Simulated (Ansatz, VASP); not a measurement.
# Ge2N: VASP beside Ansatz

```
CELL_PARAMETERS angstrom
-2.39355 2.39355 3.74398
2.39355 -2.39355 3.74398
2.39355 2.39355 -3.74398
ATOMIC_POSITIONS crystal
Ge 0.27410 0.27410 0.00000
Ge 0.02410 0.52410 0.50000
Ge 0.47590 0.97590 0.50000
Ge 0.72590 0.72590 0.00000
N 0.00000 0.00000 0.00000
N 0.75000 0.25000 0.50000
```

Alike in both runs: functional PBE; k mesh 6 × 6 × 6; occupations gaussian, width 0.1 eV; no spin polarisation.

Ansatz relaxed the structure, and its values are those at the end. VASP's run is a single point on that final structure, the one shown.

|  | VASP | Ansatz |
| --- | --- | --- |
| version | VASP 6.6.1 | Ansatz 0.2.0 |
| potentials or method | VASP PAW PBE potentials, release 64 (Ge_d, N) | scalar-relativistic, plane waves, PAW |
| plane-wave cutoff (eV) | 520 | 420 |
| valence electrons in the cell | 66 | 66 |

|  | VASP | Ansatz | Ansatz less VASP |
| --- | --- | --- | --- |
| gap on the k mesh at the Fermi level (eV) | none | none | - |
| pressure (GPa) | 0.2 | 0.1 | -0.06 |
| rms of the force components (eV/Å) | 0.005 | 0.001 | -0.0047 |

A gap of «none» marks a metal or a gap that the smearing closes.
